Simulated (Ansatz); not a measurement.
Input of an Ansatz 0.2.0 run:

The input input.yaml:

```yaml
crystal:
  lattice:
    - [6.107, -1.51855, 0.0]
    - [6.107, 1.51855, 0.0]
    - [-1.3859888959, 0.0, 5.630008738]
  atoms:
    - { symbol: Ga, position: [0.34134, 0.34134, 0.68598] }
    - { symbol: Ga, position: [0.65866, 0.65866, 0.31402] }
    - { symbol: Ga, position: [0.9095, 0.9095, 0.2054] }
    - { symbol: Ga, position: [0.0905, 0.0905, 0.7946] }
    - { symbol: O, position: [0.5041, 0.5041, 0.7434] }
    - { symbol: O, position: [0.4959, 0.4959, 0.2566] }
    - { symbol: O, position: [0.8267, 0.8267, 0.4368] }
    - { symbol: O, position: [0.1733, 0.1733, 0.5632] }
    - { symbol: O, position: [0.8355, 0.8355, 0.8902] }
    - { symbol: O, position: [0.1645, 0.1645, 0.1098] }
hamiltonian:
  xc: blyp
  pseudopotentials: { kind: paw }
  dispersion: d3bj
kpoints:
  mp_grid: { grid: [9, 9, 5] }
scf:
  occupations: { method: fermi_dirac, width: 0.05 }
output:
  forces: true
  stress: true
relax:
  f_tol: 0.01
  max_steps: 40
  cell: { stress_tol: 0.05 }
```

Potentials or basis: Ansatz PAW.

The run is started by

```console
$ ansatz run input.yaml --threads 2 --pin off --max-ram 5120MiB --backend cpu --events-out ev --progress --plain --runs-dir out
```

(1) What does it give for the space group after relaxing (to 0.05 Å)?

(2) Estimate the relaxed volume.

(3) What does it give for the relaxed cell?

Results:

(1) C2/m (No. 12).

(2) 10.84 Å³/atom.

(3) a = 6.376 Å, b = 6.376 Å, c = 5.862 Å, α = 103.28°, β = 103.28°, γ = 27.91°.

Caveat: the pressure holds a Pulay correction of +0.9 GPa for the finite cutoff; the PAW data sets come from PBE, with cores solved anew for the run's functional, which leaves a small shift of forces and pressure.
